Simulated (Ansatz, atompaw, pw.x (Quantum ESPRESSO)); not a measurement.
# pw.x on fcc Li: one setting changed

Potential: PAW, atompaw 4.2.0.5, PBE; core [He], reference 2s1 2p0; waves: 2s (bound): rc 2.60 bohr; 2s channel at 2.75 Ry: rc 2.60 bohr; 2p (bound, empty): rc 3.00 bohr; 2p channel at 0.7 Ry: rc 3.00 bohr; 3d channel at 0.45 Ry: rc 3.00 bohr; 3d channel at 0.85 Ry: rc 3.00 bohr; local part: ultrasoft scheme with l = 3 at 0 Ry, radius 3.00 bohr; core correction: smooth core density matched at 2.45 bohr; augmentation: sinc compensation charge, radius 2.20 bohr; PAW radius 3.00 bohr; waves and projectors: custom polynom gramschmidtortho.

The reference run (k-mesh 13³, cutoffs 40/400 Ry, Fermi–Dirac 0.01 Ry, mixing_beta 0.4, conv_thr 1e-9, no spin) gives -0.03 GPa at 20.348 Å³/atom, where all-electron LAPW gives -0.05 GPa. This run, with its own iteration cap, changes ecutrho/ecutwfc to 2.

```
&control
  calculation='scf', prefix='x', pseudo_dir='./', outdir='./tmp', tstress=.true., disk_io='none'
/
&system
  ibrav=0, nat=1, ntyp=1, ecutwfc=40, ecutrho=80, nbnd=7,
  occupations='smearing', smearing='fd', degauss=0.01
/
&electrons
  conv_thr=1e-09, mixing_beta=0.4, electron_maxstep=50
/
ATOMIC_SPECIES
Li 1.0 Li.UPF
CELL_PARAMETERS angstrom
  0.00000000 2.16685863 2.16685863
  2.16685863 0.00000000 2.16685863
  2.16685863 2.16685863 0.00000000
ATOMIC_POSITIONS crystal
Li 0.0000 0.0000 0.0000
K_POINTS automatic
13 13 13 0 0 0
```

```bash
pw.x < Li.scf.in > Li.scf.out
```

How does the run end?

It converges in 12 iterations; the free energy moves by +0.0 meV/atom and the pressure by +0.00 GPa. Below 4 the density is truncated and F is no longer variational, so a small shift in one case is no licence.

```
Message from routine set_cutoff:
     ecutrho < 4*ecutwfc, are you sure?
     Message from routine setup:
     using ibrav=0 with symmetry is DISCOURAGED, use correct ibrav instead
     lattice parameter (alat)  =       5.7909  a.u.
     unit-cell volume          =     137.3151 (a.u.)^3
     number of electrons       =         1.00
     number of Kohn-Sham states=            7
     kinetic-energy cutoff     =      40.0000  Ry
     charge density cutoff     =      80.0000  Ry
     scf convergence threshold =      1.0E-09
     Exchange-correlation= SLA PW PBX PBC
     number of k points=    84  Fermi-Dirac smearing, width (Ry)=  0.0100
     iteration #  1     ecut=    40.00 Ry     beta= 0.40
     total energy              =      -3.84665799 Ry
     estimated scf accuracy    <       0.00003901 Ry
     iteration #  2     ecut=    40.00 Ry     beta= 0.40
     total energy              =      -3.84046498 Ry
     estimated scf accuracy    <       0.00002183 Ry
     iteration #  3     ecut=    40.00 Ry     beta= 0.40
     total energy              =      -3.84165672 Ry
     estimated scf accuracy    <       0.00002428 Ry
     [... 6 iterations left out ...]
     iteration # 10     ecut=    40.00 Ry     beta= 0.40
     total energy              =      -3.84053182 Ry
     estimated scf accuracy    <       0.00000047 Ry
     iteration # 11     ecut=    40.00 Ry     beta= 0.40
     total energy              =      -3.84053185 Ry
     estimated scf accuracy    <       0.00000005 Ry
     iteration # 12     ecut=    40.00 Ry     beta= 0.40
     the Fermi energy is     0.5154 ev
!    total energy              =      -3.84053186 Ry
     estimated scf accuracy    <          1.5E-11 Ry
     smearing contrib. (-TS)   =      -0.00228345 Ry
     The total energy is F=E-TS. E is the sum of the following terms:
     one-electron contribution =       0.45218097 Ry
     hartree contribution      =       0.00093861 Ry
     xc contribution           =      -0.37345367 Ry
     ewald contribution        =      -0.55984380 Ry
     one-center paw contrib.   =      -3.35807051 Ry
     convergence has been achieved in  12 iterations
          total   stress  (Ry/bohr**3)                   (kbar)     P=       -0.29
     Message from routine punch:
     Nothing written, as per user request (disk_io='none')
```

The run took about 7 s on one core of a shared host (AMD EPYC 7R43 64-Core Processor, 256 threads, 1004 GiB, load 48).
